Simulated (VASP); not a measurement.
Input of a VASP 6.6.1 run:

INCAR

```
PREC     = Accurate       # precision mode
ENCUT    = 600            # plane-wave cutoff, eV
EDIFF    = 1E-6           # SCF threshold, eV
ISMEAR   = 0              # smearing method
SIGMA    = 0.1            # smearing width, eV
LREAL    = F              # projectors in reciprocal space
LASPH    = T              # aspherical terms in the spheres
NELM     = 100            # most SCF steps
ALGO     = Fast           # electronic algorithm
ISIF     = 3              # what is computed and relaxed
LWAVE    = F              # write WAVECAR
LCHARG   = F              # write CHGCAR
IBRION   = 2              # ionic algorithm
NSW      = 100            # ionic steps
EDIFFG   = -0.005         # ionic threshold
```

Contents of KPOINTS:

```
Automatic mesh
0
Gamma
  18 18 18
```

Contents of POSCAR:

```
Os
1.0
    0.0000000000      1.9011516653      1.9011516653
    1.9011516653      0.0000000000      1.9011516653
    1.9011516653      1.9011516653      0.0000000000
Os
1
Direct
    0.0000000000      0.0000000000      0.0000000000
```

Potentials or basis: VASP PAW LDA potentials, release 64 (Os).

Launch:

```console
$ cat potpaw_LDA.64/Os/POTCAR > POTCAR
$ mpirun -np 1 vasp_std > vasp.out
```

(1) Estimate the relaxed cell.

(2) Predict the space group after relaxing (to 0.05 Å).

## Answers

(1) a = 2.691 Å, b = 2.691 Å, c = 2.691 Å, α = 60.00°, β = 60.00°, γ = 60.00°.

(2) Fm-3m (No. 225).
